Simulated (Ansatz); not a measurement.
# HfB2 (P6/mmm) in Ansatz: a series of runs

One crystal, HfB2, is run at these levels: PBE; tasks: single point.

Everything below comes from runs of Ansatz 0.2.0. Logs are shortened: lines on timing, memory, paths and dates and some standing lists are left out, and cuts for length are marked.

## Step 1: The crystal as given

Symmetry: P6/mmm, No. 191, hexagonal system. The conventional cell has a = 3.140 Å, b = 3.140 Å, c = 3.480 Å, α = 90.00°, β = 90.00°, γ = 120.00°. Around Hf (site symmetry 6/mmm) lie 12 B at 2.51 Å. B (site symmetry -6m2) is surrounded by 3 B at 1.81 Å.

## Step 2: Single point, PBE

The input, input.yaml:

```yaml
crystal:
  lattice:
    - [3.14, 0.0, 0.0]
    - [-1.57, 2.7193197679, 0.0]
    - [0.0, 0.0, 3.48]
  atoms:
    - { symbol: Hf, position: [0.0, 0.0, 0.0] }
    - { symbol: B, position: [0.6666666667, 0.3333333333, 0.5] }
    - { symbol: B, position: [0.3333333333, 0.6666666667, 0.5] }
hamiltonian:
  xc: pbe
  pseudopotentials: { kind: paw }
kpoints:
  mp_grid: { grid: [10, 10, 8] }
scf:
  occupations: { method: gaussian, width: 0.023 }
output:
  forces: true
  stress: true
  eigenvalues: true
```

Potentials or basis: Ansatz PAW.

Command:

```
> ansatz run input.yaml --threads 2 --pin off --max-ram 5632MiB --backend cpu --events-out ev --progress --plain --runs-dir out
```

Standard output:

```text
Warning: RAYON_NUM_THREADS=2 ignored (pool sized by the plan → 2); use --threads N
Engine: ansatz 0.2.0, x86_64-unknown-linux-gnu
Pseudopotentials: kind: paw
Pseudopotential: Hf, paw, valence charge 26, recommended cutoff 420 eV (normal), Hf.paw.azcp
Pseudopotential: B, paw, valence charge 3, recommended cutoff 420 eV (normal), B.paw.azcp
Functional definition: PBE
  parameter kappa = 0.804
  parameter beta = 0.06672455060314922
  exchange = pbe_x(kappa = kappa, mu = beta*pi^2/3)
  correlation = pbe_c(beta = beta)
Crystal: 3 atoms, lattice volume = 29.715 Å³
Basis set: ecut = 420 eV, 563 PW (Γ), exchange–correlation on 48×48×48 points (8 copies of the dense FFT grid, shifted against one another)
Bands: 20, of which v1, the nominal top of the filled ones, is band 16 counted from 1 (15 counted from 0)
Symmetry: 24 space group operations
Space group: P6/mmm (ITA 191), of the structure as read, at distance tolerance 3.1e-5 Å
k-points: 70 of 800
Non-local potential: Hf, projectors of the file, l = 0: 3, l = 1: 2, l = 2: 2, l = 3: 3
Non-local potential: B, projectors of the file, l = 0: 2, l = 1: 2, l = 2: 1
PAW form: soft (Blöchl's): semilocal exchange-correlation on the pseudo side does not see the compensation charge
PAW one-centre angular grid: Hf, 590 points (default); XC on 64 Gauss nodes
PAW one-centre angular grid: B, 110 points (default); XC on 64 Gauss nodes
Initial density: superposition of atomic densities (neutral atoms: chi_scale 0, normalization atom), corrected by the library's trained network
Initial wavefunctions: pseudopotential atomic-orbital guess
Functional: x = pbe(κ = 0.804, μ = 0.2195149727645171), c = pbe(β = 0.06672455060314922)
SCF iter   1: F=—  HF=-16036.211232 eV  |F-HF|=—  |Δ(HF+E_count)|=         —  Δρ=1.62e-3  dr2=8.92e-4  ethr=1.77e-3  ⟨swp⟩=4.5  Hψ=5534  notcnv=0
preconditioner: auto → none  [insulator: Δε(μ)=0.297 eV  Ē_g=17.458 eV  σ=0.023 eV  W_gap=0.64  n_scr=8 (ndim 8)  ℏωp=37.3 eV  f_vac=0.000  D(μ)=1.27/eV (n_scr^D=8)  ε∞_Penn≈5.6]
SCF iter   2: F=—  HF=-16036.210925 eV  |F-HF|=—  |Δ(HF+E_count)|=   3.07e-4  Δρ=5.67e-4  dr2=5.06e-5  ethr=2.79e-6  ⟨swp⟩=2.6  Hψ=3219  notcnv=0  defer=2
SCF iter   3: F=—  HF=-16036.210928 eV  |F-HF|=—  |Δ(HF+E_count)|=   2.98e-6  Δρ=2.84e-4  dr2=8.40e-6  ethr=1.58e-7  ⟨swp⟩=2.1  Hψ=2032  notcnv=0  defer=2
SCF iter   4: F=—  HF=-16036.210927 eV  |F-HF|=—  |Δ(HF+E_count)|=   9.27e-7  Δρ=1.33e-4  dr2=2.47e-6  ethr=2.63e-8  ⟨swp⟩=2.0  Hψ=2379  notcnv=0  defer=2
SCF iter   5: F=—  HF=-16036.210926 eV  |F-HF|=—  |Δ(HF+E_count)|=   1.23e-6  Δρ=4.27e-5  dr2=1.46e-7  ethr=7.72e-9  ⟨swp⟩=2.0  Hψ=2508  notcnv=0  defer=2
SCF iter   6: F=-16036.210926 eV  HF=-16036.210926 eV  |F-HF|=3.07e-9  |Δ(HF+E_count)|=   4.83e-8  Δρ=7.46e-6  dr2=4.06e-9  ethr=3.13e-10  ⟨swp⟩=4.4  Hψ=5185  notcnv=0
SCF 1 converged in 6 iterations: F = -16036.210926 eV  dr2 = 4.06e-9
SCF converged after 6 iterations
Free energy (F): -16036.210926 eV
Harris-Foulkes:  -16036.210926 eV  (|F-HF|=3.07e-9)
Internal energy: -16036.210594 eV  (E = F + TS)
E sigma→0 (E₀):  -16036.210760 eV
Entropy (-TS):   -0.000332 eV (-0.111 meV/atom)
Fermi energy:    20.359079 eV
--- Per-component energies (eV) ---
  E_band       = 128.535104
  E_kinetic    = 525.979121
  E_local      = -5276.158112  (includes V_loc(G=0)·N_el)
  E_nonlocal   = -1221.812515
  E_hartree    = 2515.265879
  E_xc         = -367.037430
  E_vxc        = -346.333322  (∫ρ·V_xc dr)
  E_paw        = -7085.444961  (= ΣΔE_a)
  E_vpaw       = 1416.326417  (= ΣTr[D̂ρ^β])
  E_aug_tail   = -0.000008  (compensation charges beyond the density's cutoff)
  E_ewald      = -5127.002568
  E_smearing   = -0.000332  (= −TS)
  E_closure    = -0.000000  (closes the sum)
  Σ components = -16036.210926   (vs F -16036.210926, Δ=0.00e0)
--- Forces (eV/Å), atoms counted from 1 ---
  atom   1  Hf    -0.00000000    -0.00000000     0.00000000
  atom   2  B      0.00000000     0.00000000     0.00000000
  atom   3  B      0.00000000    -0.00000000     0.00000000
  max |Σ_I F_I| component: 1.30e-16 eV/Å
--- Stress (GPa, compression-positive) ---
        1.176062       0.000000       0.000000
        0.000000       1.176062       0.000000
        0.000000       0.000000       1.781818
  P = ⅓ Tr σ = 1.3780 GPa (13.780 kbar)
--- Band table (eV; the first three rows and the last of 70) ---
  k-point 0: bands = ["-41.2791", "-10.1430", "-9.6663", "-9.6663", "6.7626", "8.7487", "8.7640", "8.7803", "8.7803", "8.7819", "8.7819", "8.8738", "17.4965", "17.5986", "17.5986", "17.7690", "24.5129", "24.5129", "25.1396", "25.1396"]
  k-point 1: bands = ["-41.2780", "-10.1844", "-9.6633", "-9.6633", "7.0071", "8.7464", "8.7639", "8.7788", "8.7788", "8.7835", "8.7835", "8.8738", "16.0170", "17.7589", "17.7589", "19.1666", "23.1803", "23.1803", "24.6259", "24.6259"]
  k-point 2: bands = ["-41.2755", "-10.2826", "-9.6561", "-9.6561", "7.6812", "8.7442", "8.7638", "8.7712", "8.7712", "8.7911", "8.7911", "8.8739", "14.3778", "18.2214", "18.2214", "20.6612", "21.8919", "21.8919", "23.4414", "23.4414"]
  k-point 69: bands = ["-41.2182", "-10.2239", "-10.2206", "-10.0804", "8.7518", "8.7633", "8.7731", "8.7785", "8.7806", "8.7951", "8.8465", "10.9391", "11.9370", "15.0501", "17.2095", "17.3089", "24.9888", "26.0466", "26.9756", "27.4812"]
```

Wall time 0.87 s (2 threads of Intel Xeon Platinum 8488C (Sapphire Rapids), shared host); peak memory 0.4 GiB.

Results:

```
Free energy            : -16036.2109 eV
Pressure               : 1.4 GPa
Band gap on the k mesh : none (metal or under the smearing width)
```

Spin-orbit coupling is left out, which matters for the levels of Hf.

## Step 3: Single point, PBE

Edit input.yaml of step 2 so:

```diff
@@ -15,3 +15,3 @@
 scf:
-  occupations: { method: gaussian, width: 0.023 }
+  occupations: { method: gaussian, width: 0.024 }
 output:
@@ -20 +20,5 @@
   eigenvalues: true
+  write_density: true
+  write_potential: true
+  elf: true
+  volumetric_format: npy
```

Potentials or basis: Ansatz PAW.

Command:

```
> ansatz run input.yaml --threads 2 --pin off --max-ram 5632MiB --backend cpu --events-out ev --progress --plain --runs-dir out
```

It took 0.98 s on 2 threads of Intel Xeon Platinum 8488C (Sapphire Rapids), shared host; peak memory 0.4 GiB.

The run converged. Its results:

- Free energy: -16036.2109 eV
- Pressure: 1.4 GPa
- Band gap on the k mesh: none (metal or under the smearing width)

Stress tensor (GPa, compression positive):
```
1.18 0.00 0.00
0.00 1.18 0.00
0.00 0.00 1.78
```

Levels at points of the mesh, in eV from the Fermi level:
| k point | band 13 | band 14 | band 15 | band 16 | band 17 | band 18 | band 19 | band 20 |
| --- | --- | --- | --- | --- | --- | --- | --- | --- |
| (0.00, 0.00, 0.00) | -2.86 | -2.76 | -2.76 | -2.59 | 4.15 | 4.15 | 4.78 | 4.78 |
| (0.00, 0.00, -0.50) | -8.22 | -1.00 | -1.00 | 0.46 | 0.46 | 1.13 | 1.13 | 2.36 |
| (0.00, -0.50, 0.00) | -8.84 | -3.99 | -3.24 | -2.73 | 2.31 | 2.86 | 5.70 | 5.84 |
| (0.00, -0.50, -0.50) | -7.31 | -4.82 | -4.57 | -2.53 | 4.19 | 4.29 | 6.37 | 7.32 |

The run has no spin-orbit coupling, so splittings on Hf are missing.
